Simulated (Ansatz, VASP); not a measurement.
## One calculation of Mo, two programs

INCAR

```
SYSTEM = Mo
ALGO = Normal
EDIFF = 1E-6
ENCUT = 520
GGA = RP
ISIF = 2
ISMEAR = -1
LASPH = .True.
LCHARG = .True.
LELF = .True.
LREAL = .False.
LVHAR = .True.
LWAVE = .False.
NBANDS = 13
NELM = 80
PREC = Accurate
SIGMA = 0.1
```

KPOINTS

```
k-points
0
Gamma
  23 23 23
  0 0 0
```

File POSCAR:

```
Mo
1.0
   -1.5449494000      1.5449494000      1.5449494000
    1.5449494000     -1.5449494000      1.5449494000
    1.5449494000      1.5449494000     -1.5449494000
Mo
1
Direct
    0.0000000000      0.0000000000      0.0000000000
```

Input for Ansatz:

```yaml
crystal:
  lattice:
    - [-1.5449494006, 1.5449494006, 1.5449494006]
    - [1.5449494006, -1.5449494006, 1.5449494006]
    - [1.5449494006, 1.5449494006, -1.5449494006]
  atoms:
    - { symbol: Mo, position: [0.0, 0.0, 0.0] }
hamiltonian:
  xc: rpbe
  pseudopotentials:
    kind: paw
    azcp:
      Mo: "pseudopotentials/Mo.paw.azcp"
basis:
  ecutwfc: 420
  fft_grid_basis: typed
kpoints:
  mp_grid: { grid: [23, 23, 23], shift: [0, 0, 0] }
magnetization:
  spin_polarized: false
scf:
  occupations: { method: fermi_dirac, width: 0.1 }
output:
  stress: true
```

Alike in both runs: task single point; functional RPBE; k mesh 23 × 23 × 23; occupations fermi-dirac, width 0.1 eV; no spin polarisation.

```csv
,VASP,Ansatz
version,VASP 6.6.1,Ansatz 0.2.0
potentials or method,"VASP PAW PBE potentials, release 64 (Mo_sv)","plane waves (420 eV) with PAW, scalar-relativistic"
plane-wave cutoff (eV),520,420
valence electrons in the cell,14,14
```

Ansatz gave:

| Property | Result |
| --- | --- |
| pressure (GPa) | 24.2 |

Q: Estimate VASP's values.

A: Pressure (GPa): 24.8.

Caveats: so large a pressure means that the cell lies far from this level's equilibrium, or that cutoff or potentials fall short (VASP); the potentials were made for another functional, which shifts forces and pressure (VASP).
